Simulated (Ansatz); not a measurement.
# I (bcc type): how the settings move a single-point run

How sensitive is a single-point run of I (bcc type) to its settings? A reference run comes first, then two runs with altered input.

Computed with Ansatz 0.2.0 (reference: DFT, PBE, PAW with Ansatz's default frozen-core files, scalar-relativistic, unless a step's input says otherwise).

1 further run of the same task is left out (set aside as unsound or not needed).

### 1 Starting point

Symmetry: Im-3m, No. 229, cubic system. The conventional cell has a = 3.946 Å, b = 3.946 Å, c = 3.946 Å, α = 90.00°, β = 90.00°, γ = 90.00°. I (site symmetry m-3m) has 8 I at 3.42 Å as nearest neighbours.

Coordinates:

```
I
1.0
    -1.97312    1.97312    1.97312
     1.97312   -1.97312    1.97312
     1.97312    1.97312   -1.97312
I
1
Direct
  0.00000 0.00000 0.00000
```

### 2 The reference run

Contents of input.yaml:

```yaml
crystal:
  lattice:
    - [-1.9731175766, 1.9731175766, 1.9731175766]
    - [1.9731175766, -1.9731175766, 1.9731175766]
    - [1.9731175766, 1.9731175766, -1.9731175766]
  atoms:
    - { symbol: I, position: [0.0, 0.0, 0.0] }
kpoints:
  mp_grid: { grid: [13, 13, 13] }
scf:
  occupations: { method: fermi_dirac, width: 0.1 }
hamiltonian:
  xc: pbe
  pseudopotentials: { kind: paw }
output:
  forces: true
  stress: true
  eigenvalues: true
  populations: true
  write_density: true
  write_potential: true
  elf: true
  volumetric_format: npy
```

Launch:

```bash
> ansatz run input.yaml --threads 1 --pin off --max-ram 2048MiB --backend cpu --events-out ev --progress --plain --runs-dir out
```

From the output:

```text
[...]
Basis set: ecut = 420 eV, 603 PW (Γ), exchange–correlation on 48×48×48 points (8 copies of the dense FFT grid, shifted against one another)
[...]
k-points: 84 of 2197
[...]
SCF iter   1: F=—  HF=-7512.396447 eV  |F-HF|=—  |Δ(HF+E_count)|=         —  Δρ=8.98e-4  dr2=1.89e-4  ethr=1.77e-3  ⟨swp⟩=5.5  Hψ=6862  notcnv=0
preconditioner: auto → Kerker (q_TF=auto, 2.472 Å⁻¹)  [metal: Δε(μ)=0.044 eV  Ē_g=13.959 eV  σ=0.100 eV  W_gap=0.11  n_scr=12 (ndim 8)  ℏωp=17.7 eV  f_vac=0.000  D(μ)=1.48/eV (n_scr^D=12)]
SCF iter   2: F=—  HF=-7512.396344 eV  |F-HF|=—  |Δ(HF+E_count)|=   1.03e-4  Δρ=5.39e-4  dr2=4.87e-5  ethr=1.11e-6  ⟨swp⟩=2.0  Hψ=2446  notcnv=0
[...]
SCF iter   5: F=—  HF=-7512.396404 eV  |F-HF|=—  |Δ(HF+E_count)|=   5.72e-7  Δρ=2.36e-5  dr2=2.81e-7  ethr=5.50e-9  ⟨swp⟩=2.1  Hψ=1781  notcnv=0
SCF iter   6: F=-7512.396403 eV  HF=-7512.396403 eV  |F-HF|=7.61e-8  |Δ(HF+E_count)|=   7.45e-8  Δρ=1.25e-5  dr2=8.15e-8  ethr=5.88e-10  ⟨swp⟩=9.0  Hψ=7445  notcnv=0
[...]
SCF converged after 6 iterations
Free energy (F): -7512.396403 eV
[...]
E sigma→0 (E₀):  -7512.373077 eV
[...]
Fermi energy:    9.649450 eV
[...]
  P = ⅓ Tr σ = 5.6456 GPa (56.456 kbar)
[...]
```

Run time: 2.9 s. Hardware: 1 thread of Arm Neoverse V1, shared host; peak memory 0.3 GiB.

### 3 Variant: occupations.method tetrahedron, dispersion d4, width left out

input.yaml: that of step 2 with these lines changed.

```diff
@@ -10,3 +10,3 @@
 scf:
-  occupations: { method: fermi_dirac, width: 0.1 }
+  occupations: { method: tetrahedron }
 hamiltonian:
@@ -14,2 +14,3 @@
   pseudopotentials: { kind: paw }
+  dispersion: d4
 output:
@@ -19,5 +20 @@
   populations: true
-  write_density: true
-  write_potential: true
-  elf: true
-  volumetric_format: npy
```

Launch:

```bash
> ansatz run input.yaml --threads 1 --pin off --max-ram 2048MiB --backend cpu --events-out ev --progress --plain --runs-dir out
```

Output:

```text
Warning: output.forces, output.stress, relax.cell or npt_langevin: where a Kohn–Sham band that disperses or a degenerate level is filled in part under the method tetrahedron, the forces or the stress that this run publishes need not agree with its energy (scf.occupations.method in the input reference, under Limitations); prefer a smearing scheme for the forces or the stress
Engine: ansatz 0.2.0
Pseudopotentials: kind: paw
Pseudopotential: I, paw, valence charge 17, recommended cutoff 420 eV (normal)
Functional definition: PBE
  parameter kappa = 0.804
  parameter beta = 0.06672455060314922
  exchange = pbe_x(kappa = kappa, mu = beta*pi^2/3)
  correlation = pbe_c(beta = beta)
Crystal: 1 atoms, lattice volume = 30.727 Å³
Basis set: ecut = 420 eV, 603 PW (Γ), exchange–correlation on 48×48×48 points (8 copies of the dense FFT grid, shifted against one another)
Bands: 13, of which v1, the nominal top of the filled ones, is band 9 counted from 1 (8 counted from 0)
Symmetry: 48 space group operations
Space group: Im-3m (ITA 229), of the structure as read, at distance tolerance 3.1e-5 Å
k-points: 84 of 2197
Non-local potential: I, projectors of the file, l = 0: 2, l = 1: 2, l = 2: 2, l = 3: 2
PAW form: soft (Blöchl's): semilocal exchange-correlation on the pseudo side does not see the compensation charge
PAW one-centre angular grid: I, 590 points (default); XC on 64 Gauss nodes
Initial density: superposition of atomic densities (neutral atoms: chi_scale 0, normalization atom), corrected by the library's trained network
Initial wavefunctions: pseudopotential atomic-orbital guess
Functional: x = pbe(κ = 0.804, μ = 0.2195149727645171), c = pbe(β = 0.06672455060314922)
SCF iter   1: F=—  HF=-7512.845044 eV  |F-HF|=—  |Δ(HF+E_count)|=         —  Δρ=8.91e-4  dr2=1.62e-4  ethr=1.77e-3  ⟨swp⟩=6.3  Hψ=7321  notcnv=0
preconditioner: auto → Kerker (q_TF=auto, 2.472 Å⁻¹)  [metal: no gap  n_scr=12 (ndim 8)  ℏωp=17.7 eV  f_vac=0.000]
SCF iter   2: F=—  HF=-7512.844691 eV  |F-HF|=—  |Δ(HF+E_count)|=   3.54e-4  Δρ=5.80e-4  dr2=6.32e-5  ethr=9.55e-7  ⟨swp⟩=3.0  Hψ=3207  notcnv=0  defer=9
SCF iter   3: F=—  HF=-7512.844722 eV  |F-HF|=—  |Δ(HF+E_count)|=   3.10e-5  Δρ=3.59e-4  dr2=2.28e-5  ethr=3.72e-7  ⟨swp⟩=3.0  Hψ=2139  notcnv=0  defer=9
SCF iter   4: F=—  HF=-7512.844753 eV  |F-HF|=—  |Δ(HF+E_count)|=   3.13e-5  Δρ=5.15e-5  dr2=9.13e-7  ethr=1.34e-7  ⟨swp⟩=3.3  Hψ=2483  notcnv=0  defer=9
SCF iter   5: F=—  HF=-7512.844752 eV  |F-HF|=—  |Δ(HF+E_count)|=   7.89e-7  Δρ=2.39e-5  dr2=2.83e-7  ethr=5.37e-9  ⟨swp⟩=2.8  Hψ=2261  notcnv=0  defer=9
SCF iter   6: F=-7512.844752 eV  HF=-7512.844752 eV  |F-HF|=7.38e-8  |Δ(HF+E_count)|=   9.40e-8  Δρ=1.20e-5  dr2=7.52e-8  ethr=5.88e-10  ⟨swp⟩=4.2  Hψ=3280  notcnv=0
SCF 1 converged in 6 iterations: F = -7512.844752 eV  dr2 = 7.52e-8
SCF converged after 6 iterations
Stability not checked: this state was not tested for a lower state beside it, because cold or Methfessel-Paxton smearing, or corrected tetrahedra, fill the levels in a way that the test cannot read (fill_not_monotonic; see scf.lower_state_search)
Free energy (F): -7512.844752 eV
Harris-Foulkes:  -7512.844752 eV  (|F-HF|=7.38e-8)
Internal energy: -7512.844741 eV  (E = F + TS)
E sigma→0 (E₀):  -7512.844752 eV
Entropy (-TS):   -0.000011 eV (-0.011 meV/atom)
Fermi energy:    9.626480 eV
--- Per-component energies (eV) ---
  E_band       = -326.346928
  E_kinetic    = 189.667498
  E_local      = -1614.730205  (includes V_loc(G=0)·N_el)
  E_nonlocal   = -92.411988
  E_hartree    = 866.399274
  E_xc         = -128.460887
  E_vxc        = -129.117959  (∫ρ·V_xc dr)
  E_paw        = -4813.964724  (= ΣΔE_a)
  E_vpaw       = -412.538311  (= ΣTr[D̂ρ^β])
  E_aug_tail   = 0.000008  (compensation charges beyond the density's cutoff)
  E_ewald      = -1918.874633
  E_disp       = -0.469085  (pairwise vdW)
  E_smearing   = -0.000011  (= −TS)
  E_closure    = 0.000000  (closes the sum)
  Σ components = -7512.844752   (vs F -7512.844752, Δ=0.00e0)
--- Forces (eV/Å), atoms counted from 1 ---
  atom   1  I     -0.00000000    -0.00000000     0.00000000
  max |Σ_I F_I| component: 9.86e-32 eV/Å
--- Stress (GPa, compression-positive) ---
        3.263505      -0.000000      -0.000000
       -0.000000       3.263505      -0.000000
       -0.000000       0.000000       3.263505
  P = ⅓ Tr σ = 3.2635 GPa (32.635 kbar)
--- Band table (eV; the first three rows and the last of 84) ---
  k-point 0: bands = ["-35.5802", "-35.5802", "-35.5802", "-35.5740", "-35.5740", "-4.8514", "10.7602", "10.7602", "10.7602", "17.5231", "19.5776", "19.5776", "19.5776"]
  k-point 1: bands = ["-35.5803", "-35.5798", "-35.5793", "-35.5741", "-35.5740", "-4.7674", "10.1922", "10.5894", "10.7329", "17.9221", "19.1278", "19.3219", "19.9465"]
  k-point 2: bands = ["-35.5806", "-35.5788", "-35.5768", "-35.5745", "-35.5742", "-4.5219", "8.8918", "10.1640", "10.6555", "17.6611", "18.3460", "19.7239", "20.9120"]
  k-point 83: bands = ["-35.5813", "-35.5812", "-35.5658", "-35.5658", "-35.5658", "-1.4866", "6.2910", "6.3960", "6.3960", "13.3893", "13.6007", "25.7367", "25.7367"]
--- Löwdin populations: 1 site ---
  site symbol       q [e]
     0      I     16.9462
  spilling = 0.003166 (of n_electrons = 17.000000)
```

It took 1.9 s on 1 thread of Arm Neoverse V1, shared host; peak memory 0.29 GiB.

The energy moves by -471.7 meV/atom, nearly all of it the dispersion term itself (-469.1 meV/atom); that offset belongs to the model and is no gain or loss of stability; the pressure goes from 5.6 to 3.3 GPa.

### 4 Changing settings: preconditioner kerker_dos, ecutrho_ratio 12, accuracy medium

input.yaml: that of step 2 with these lines changed.

```diff
@@ -11,2 +11,3 @@
   occupations: { method: fermi_dirac, width: 0.1 }
+  mixing: { preconditioner: kerker_dos }
 hamiltonian:
@@ -19,5 +20,4 @@
   populations: true
-  write_density: true
-  write_potential: true
-  elf: true
-  volumetric_format: npy
+basis:
+  ecutrho_ratio: 12
+accuracy: medium
```

Launch:

```bash
> ansatz run input.yaml --threads 1 --pin off --max-ram 2048MiB --backend cpu --events-out ev --progress --plain --runs-dir out
```

Output:

```text
[... 8 set-up lines as earlier in the session ...]
Crystal: 1 atoms, lattice volume = 30.727 Å³
Basis set: ecut = 420 eV, 603 PW (Γ), exchange–correlation on 80×80×80 points (8 copies of the dense FFT grid, shifted against one another)
Bands: 13, of which v1, the nominal top of the filled ones, is band 9 counted from 1 (8 counted from 0)
[... 2 set-up lines as earlier in the session ...]
k-points: 84 of 2197
[... 6 set-up lines as earlier in the session ...]
SCF iter   1: F=—  HF=-7512.396447 eV  |F-HF|=—  |Δ(HF+E_count)|=         —  Δρ=8.97e-4  dr2=1.87e-4  ethr=1.77e-3  ⟨swp⟩=5.4  Hψ=6871  notcnv=0
SCF iter   2: F=—  HF=-7512.396324 eV  |F-HF|=—  |Δ(HF+E_count)|=   1.23e-4  Δρ=5.51e-4  dr2=4.80e-5  ethr=1.10e-6  ⟨swp⟩=2.0  Hψ=2342  notcnv=0
SCF iter   3: F=—  HF=-7512.396357 eV  |F-HF|=—  |Δ(HF+E_count)|=   3.35e-5  Δρ=3.62e-4  dr2=2.03e-5  ethr=2.82e-7  ⟨swp⟩=2.0  Hψ=1812  notcnv=0
SCF iter   4: F=—  HF=-7512.396393 eV  |F-HF|=—  |Δ(HF+E_count)|=   3.60e-5  Δρ=6.03e-5  dr2=1.15e-6  ethr=1.20e-7  ⟨swp⟩=2.0  Hψ=1792  notcnv=0
SCF iter   5: F=—  HF=-7512.396393 eV  |F-HF|=—  |Δ(HF+E_count)|=   4.27e-7  Δρ=2.73e-5  dr2=3.57e-7  ethr=6.76e-9  ⟨swp⟩=2.0  Hψ=1789  notcnv=0
SCF iter   6: F=—  HF=-7512.396393 eV  |F-HF|=—  |Δ(HF+E_count)|=  4.29e-10  Δρ=1.49e-5  dr2=1.15e-7  ethr=2.10e-9  ⟨swp⟩=2.0  Hψ=1389  notcnv=0
SCF iter   7: F=-7512.396393 eV  HF=-7512.396393 eV  |F-HF|=2.61e-8  |Δ(HF+E_count)|=   3.15e-8  Δρ=6.96e-6  dr2=2.55e-8  ethr=5.88e-10  ⟨swp⟩=5.0  Hψ=4857  notcnv=0
SCF 1 converged in 7 iterations: F = -7512.396393 eV  dr2 = 2.55e-8
SCF converged after 7 iterations
Free energy (F): -7512.396393 eV
Harris-Foulkes:  -7512.396393 eV  (|F-HF|=2.61e-8)
Internal energy: -7512.349740 eV  (E = F + TS)
E sigma→0 (E₀):  -7512.373066 eV
Entropy (-TS):   -0.046653 eV (-46.653 meV/atom)
Fermi energy:    9.649556 eV
--- Per-component energies (eV) ---
  E_band       = -326.263788
  E_kinetic    = 189.709645
  E_local      = -1614.804211  (includes V_loc(G=0)·N_el)
  E_nonlocal   = -92.398545
  E_hartree    = 866.459002
  E_xc         = -128.462711
  E_vxc        = -129.120551  (∫ρ·V_xc dr)
  E_paw        = -4813.978287  (= ΣΔE_a)
  E_vpaw       = -412.559721  (= ΣTr[D̂ρ^β])
  E_aug_tail   = 0.000000  (compensation charges beyond the density's cutoff)
  E_ewald      = -1918.874633
  E_smearing   = -0.046653  (= −TS)
  E_closure    = -0.000000  (closes the sum)
  Σ components = -7512.396393   (vs F -7512.396393, Δ=0.00e0)
--- Forces (eV/Å), atoms counted from 1 ---
  atom   1  I     -0.00000000     0.00000000     0.00000000
  max |Σ_I F_I| component: 1.40e-31 eV/Å
--- Stress (GPa, compression-positive) ---
        5.645637      -0.000000      -0.000000
       -0.000000       5.645637      -0.000000
        0.000000       0.000000       5.645637
  P = ⅓ Tr σ = 5.6456 GPa (56.456 kbar)
--- Band table (eV; the first three rows and the last of 84) ---
  k-point 0: bands = ["-35.5755", "-35.5755", "-35.5755", "-35.5691", "-35.5691", "-4.8498", "10.7618", "10.7618", "10.7618", "17.5241", "19.5787", "19.5787", "19.5787"]
  k-point 1: bands = ["-35.5756", "-35.5751", "-35.5746", "-35.5693", "-35.5692", "-4.7659", "10.1936", "10.5909", "10.7344", "17.9232", "19.1287", "19.3228", "19.9476"]
  k-point 2: bands = ["-35.5759", "-35.5741", "-35.5720", "-35.5697", "-35.5694", "-4.5203", "8.8932", "10.1655", "10.6570", "17.6618", "18.3469", "19.7248", "20.9122"]
  k-point 83: bands = ["-35.5764", "-35.5763", "-35.5611", "-35.5611", "-35.5611", "-1.4845", "6.2922", "6.3973", "6.3973", "13.3892", "13.6007", "25.7378", "25.7378"]
--- Löwdin populations: 1 site ---
  site symbol       q [e]
     0      I     16.9462
  spilling = 0.003164 (of n_electrons = 17.000000)
```

Run time: 2.5 s. Hardware: 1 thread of Arm Neoverse V1, shared host; peak memory 0.34 GiB.

Changing the mixing, numerical grids and accuracy level hardly moves the energy: 0.0 meV/atom.

### 5 Comparison

```csv
run,ending,energy change,pressure (GPa),gap (eV),force (eV/Å),cycles,time
reference,converged,0,5.6,0.00,0.00,6,2.9 s
"1: occupations.method tetrahedron, dispersion d4, width left out",converged,-471.7 meV/atom (σ→0) (offset of the dispersion model),3.3,0.00,0.00,6,1.9 s
"2: preconditioner kerker_dos, ecutrho_ratio 12, accuracy medium",converged,0.0 meV/atom,5.6,0.00,0.00,7,2.5 s
```

Times don't compare one to one where runs were asked for different outputs or read a saved state (see the inputs); cycles may leave out searches for a lower state.

Residual by cycle in the longest SCF loop of each run; runs are numbered as in the table. The quantity is the density residual dr2, in eV.

```csv
cycle,reference,run 1,run 2
1,1.9e-4,1.6e-4,1.9e-4
2,4.9e-5,6.3e-5,4.8e-5
3,1.9e-5,2.3e-5,2.0e-5
4,9.4e-7,9.1e-7,1.2e-6
5,2.8e-7,2.8e-7,3.6e-7
6,8.1e-8,7.5e-8,1.1e-7
7,-,-,2.6e-8
```

**Reading.** «preconditioner kerker_dos, ecutrho_ratio 12, accuracy medium» leaves the energy as it was. The pressure spans 3.3 to 5.6 GPa over the reference and the converged variants.
